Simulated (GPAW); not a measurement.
Here is a GPAW 26.7.0 calculation.

The input run.py:

```python
import spglib
from ase import Atoms
from ase.dft.bandgap import bandgap
from ase.io import read, write
from ase.units import GPa
from gpaw import GPAW, PW

atoms = read('TiSi.cif')
cell, positions, numbers = spglib.find_primitive(
    (atoms.cell[:], atoms.get_scaled_positions(), atoms.numbers), symprec=1e-4)
atoms = Atoms(numbers, cell=cell, scaled_positions=positions, pbc=True)

calc = GPAW(mode=PW(450),
            xc='MGGA_X_R2SCAN+MGGA_C_R2SCAN',
            kpts={'size': (8, 8, 6), 'gamma': True},
            occupations={'name': 'fermi-dirac', 'width': 0.05},
            nbands=18,
            maxiter=120,
            txt='gpaw.txt')
atoms.calc = calc
energy = atoms.get_potential_energy()
forces = atoms.get_forces()
stress = atoms.get_stress()
calc.write('gs.gpw')
write('result.traj', atoms)
print(f'Energy: {energy:.6f} eV')
print('Forces (eV/A):')
print(forces.round(4))
print('Stress (GPa):', (stress / GPa).round(3))
print('Fermi level:', round(calc.get_fermi_level(), 4), 'eV')
print(f'Gap: {bandgap(calc)[0]:.4f} eV, direct: {bandgap(calc, direct=True)[0]:.4f} eV')
```

Contents of TiSi.cif:

```cif
data_TiSi
_cell_length_a 3.63235600
_cell_length_b 4.23524800
_cell_length_c 3.80393400
_cell_angle_alpha 90.00000000
_cell_angle_beta 90.00000000
_cell_angle_gamma 90.00000000
_space_group_name_H-M_alt 'Cmmm'
_space_group_name_Hall '-C 2 2'
_space_group_IT_number 65
loop_
_space_group_symop_operation_xyz
'x,y,z'
'-x,-y,-z'
'-x,-y,z'
'x,y,-z'
'x,-y,-z'
'-x,y,z'
'-x,y,-z'
'x,-y,z'
'x+1/2,y+1/2,z'
'-x+1/2,-y+1/2,-z'
'-x+1/2,-y+1/2,z'
'x+1/2,y+1/2,-z'
'x+1/2,-y+1/2,-z'
'-x+1/2,y+1/2,z'
'-x+1/2,y+1/2,-z'
'x+1/2,-y+1/2,z'
loop_
_atom_site_label
_atom_site_type_symbol
_atom_site_symmetry_multiplicity
_atom_site_Wyckoff_symbol
_atom_site_fract_x
_atom_site_fract_y
_atom_site_fract_z
_atom_site_occupancy
Ti1 Ti 2 b 0.5000000000 0.0000000000 0.0000000000 1
Si1 Si 2 d 0.0000000000 0.0000000000 0.5000000000 1
```

Potentials or basis: GPAW PAW data sets (gpaw-data 1.2.1), pw.

Command:

```console
$ OMP_NUM_THREADS=1 python run.py
```

(1) Estimate the band gap on the k mesh.

(2) Estimate the pressure.

## Answers

(1) none (metal or under the smearing width).

(2) -1.3 GPa.

Caveat: the cutoff is short for stress and forces, so pressures can be off by a GPa or more; the PAW data sets were made with another functional, which shifts forces and pressure a little.
